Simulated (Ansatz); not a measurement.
## CuAu3 under changes of volume

One of the cells (15.761 Å³/atom); the others are scaled copies at fixed shape and fractional positions:

```xyz
4
Lattice="3.9800 0.0000 0.0000 0.0000 3.9800 0.0000 0.0000 0.0000 3.9800" Properties=species:S:1:pos:R:3 pbc="T T T"
Au    1.9900    1.9900    0.0000
Au    1.9900    0.0000    1.9900
Au    0.0000    1.9900    1.9900
Cu    0.0000    0.0000    0.0000
```

| Property | Result |
| --- | --- |
| Program | Ansatz 0.2.0 |
| Functional | PBEsol |
| Potentials or basis | all-electron LAPW, scalar-relativistic |
| Cutoff | 263 eV (chosen from the basis error) |
| Basis error allowed | 0.001 eV/atom |
| k mesh | 7 × 7 × 7 |
| Occupations | fermi-dirac, width 0.05 eV |
| Spin | no spin polarisation |

```tsv
volume (Å³/atom)	energy over the lowest point (meV/atom)	pressure (GPa)
14.816	28.28	11.5
15.131	10.51	6.8
15.446	1.44	2.6
15.761	0.00	-1.0
16.076	5.24	-4.2
16.392	?	?
16.707	32.48	-9.3
```

Question: What does the run at 16.392 Å³/atom give?

Answer: Energy over the lowest point 16.32 meV/atom; pressure -6.9 GPa.

Worked out: A Birch-Murnaghan fit of order 3 (a polynomial in V^(-2/3)) to the other rows has its minimum at 15.67 Å³/atom with B0 = V·E''(V) = 175 GPa and B' = 5.7. It gives 16.33 meV/atom at 16.392 Å³/atom, against the run's 16.32, and -dE/dV = -7.0 GPa, against -6.9.

Energies are extrapolated to zero smearing.
